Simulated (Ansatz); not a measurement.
Wanted: the native input for an Ansatz 0.2.0 run.

```yaml
Task: band structure
Functional: LDA
Potentials_or_basis: Ansatz PAW
Cutoff: "420 eV (not typed: the program's choice for these potentials)"
k_mesh: 7 × 7 × 7
Occupations: fermi-dirac, width 0.05 eV
Spin: no spin polarisation
Path: "[[\"G\", \"H\", \"N\", \"G\", \"P\", \"H\"], [\"P\", \"N\"]]"
Points_for_each_segment_of_the_path: 14
```

The system is Sb.

```
Sb
1.0
    -1.87134    1.87134    1.87134
     1.87134   -1.87134    1.87134
     1.87134    1.87134   -1.87134
Sb
1
Cartesian
  0.0000 0.0000 0.0000
```

This isn't the form of Sb at room conditions, which is rhombohedral.

These files were run (other wordings do the same):

input.yaml

```yaml
crystal:
  lattice:
    - [-1.8713408863, 1.8713408863, 1.8713408863]
    - [1.8713408863, -1.8713408863, 1.8713408863]
    - [1.8713408863, 1.8713408863, -1.8713408863]
  atoms:
    - { symbol: Sb, position: [0.0, 0.0, 0.0] }
hamiltonian:
  xc: lda
  pseudopotentials: { kind: paw }
kpoints:
  mp_grid: { grid: [7, 7, 7] }
  band_path:
    path:
      - [[0.0, 0.0, 0.0], [0.5, -0.5, 0.5], [0.0, 0.0, 0.5], [0.0, 0.0, 0.0], [0.25, 0.25, 0.25], [0.5, -0.5, 0.5]]
      - [[0.25, 0.25, 0.25], [0.0, 0.0, 0.5]]
    npoints: 14
scf:
  occupations: { method: fermi_dirac, width: 0.05 }
  n_extra_bands: 6
output:
  forces: true
  stress: true
  eigenvalues: true
  fatbands: false
```

Potentials or basis: Ansatz PAW.

Run with:

```sh
$ ansatz run input.yaml --threads 2 --pin off --max-ram 5632MiB --backend cpu --events-out ev --progress --plain --runs-dir out
```

It gave:

```
Pressure               : -1.8 GPa
Band gap on the k mesh : none (metal or under the smearing width)
```

Caveat: spin-orbit coupling is left out, which moves the levels of the heavy elements; the PAW data sets come from PBE, with cores solved anew for the run's functional, which leaves a small shift of forces and pressure.

Run time: 0.67 s on 2 threads of Arm Neoverse V2, with other jobs on the host, peak memory 0.25 GiB.
